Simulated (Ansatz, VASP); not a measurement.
**Two plane-wave programs on Ti**

```
CELL_PARAMETERS angstrom
2.86387 0.00000 0.00000
-1.43193 2.48018 0.00000
0.00000 0.00000 4.53999
ATOMIC_POSITIONS crystal
Ti 0.33333 0.66667 0.25000
Ti 0.66667 0.33333 0.75000
```

Alike in both runs: task single point; functional LDA; k mesh 13 × 13 × 7; no spin polarisation.

|  | VASP | Ansatz |
| --- | --- | --- |
| version | VASP 6.6.1 | Ansatz 0.2.0 |
| potentials or method | VASP PAW LDA potentials, release 64 (Ti_sv) | plane waves (420 eV) with PAW, scalar-relativistic |
| plane-wave cutoff (eV) | 520 | 420 |
| occupations | methfessel-paxton of order 1, width 1 eV | cold, width 1 eV |
| valence electrons in the cell | 24 | 24 |

Ansatz gave:

* pressure (GPa): 0.3
* largest component of the traceless stress (GPa): 0.26

Question: What did VASP give for the same quantities?

Answer: Pressure (GPa): -0.6; largest component of the traceless stress (GPa): 0.62.

Ansatz warned: «pseudo_functional_mismatch».
